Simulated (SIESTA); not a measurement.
Au in SIESTA: convergence with basis size

Input of the first run (basis size SZ); the others differ in this setting and in those tied to it:

Au.fdf

```
SystemName                      Gold
SystemLabel                     Au
NumberOfSpecies                 1
NumberOfAtoms                   1
%block ChemicalSpeciesLabel
  1  79 Au
%endblock ChemicalSpeciesLabel

LatticeConstant                 1.0 Ang
%block LatticeVectors
     0.0595180000     2.0327840000     2.0239020000
     2.0628430000     0.0301460000     2.0532750000
     2.0741320000     2.0734450000     0.0188570000
%endblock LatticeVectors
AtomicCoordinatesFormat         Fractional
%block AtomicCoordinatesAndAtomicSpecies
    -0.0018960000    -0.0041750000     0.0185300000  1  Au
%endblock AtomicCoordinatesAndAtomicSpecies

%block kgrid.MonkhorstPack
    8   0   0  0.0
    0   8   0  0.0
    0   0   8  0.0
%endblock kgrid.MonkhorstPack
XC.Functional                   LDA
XC.Authors                      PW92
PAO.BasisSize                   SZ
PAO.EnergyShift                 0.003 Ry
Mesh.Cutoff                     800 Ry
OccupationFunction              FD
ElectronicTemperature           0.05 eV
MaxSCFIterations                120
SCF.MustConverge                false
SCF.Mixer.Method                Pulay
SCF.Mixer.Weight                0.25
SCF.Mixer.History               8
SCF.DM.Tolerance                5.0e-05
SCF.H.Tolerance                 1.0e-03 eV
WriteForces                     true
Charge.Mulliken                 end
```

Potentials or basis: PseudoDojo 0.4 standard (LDA files), SZ (energy shift 0.003 Ry).

Run with:

```console
$ siesta < Au.fdf > Au.out 2>&1
```

The cell isn't the ideal one: cell strained at random at fixed volume.

Hardware: 1 thread of Intel(R) Xeon(R) 6975P-C (Granite Rapids), on a shared host.

| basis size | energy less the tightest run, at zero smearing (meV/atom) | pressure (GPa) | SCF cycles | CPU time (s) | peak memory (GiB) |
| --- | --- | --- | --- | --- | --- |
| SZ | 3926.16 | 25.73 | 5 | 3.1 | 0.19 |
| SZP | 353.86 | -5.09 | 8 | 6.6 | 0.21 |
| DZ | 488.61 | -6.13 | 9 | 6 | 0.2 |
| DZP | 117.01 | -0.25 | 9 | 10 | 0.21 |
| DZDP | 48.67 | -0.18 | 9 | 13 | 0.22 |
| TZP | 68.47 | -1.61 | 9 | 14 | 0.22 |
| TZDP | 16.13 | -1.35 | 9 | 18 | 0.23 |
| TZTP | 0.00 | -1.70 | 9 | 22 | 0.25 |

Not settled before the last step: the energy (to 1 meV/atom), the pressure (to 0.1 GPa). The tightest run that finished is the yardstick and may itself not be fully converged.

Caveat, for the tightest run too: short orbitals over semicore shells can move pressures by several GPa; the basis of atomic orbitals isn't converged, which shifts pressures, moduli and gaps. The run has no spin-orbit coupling, so splittings on Au are missing.
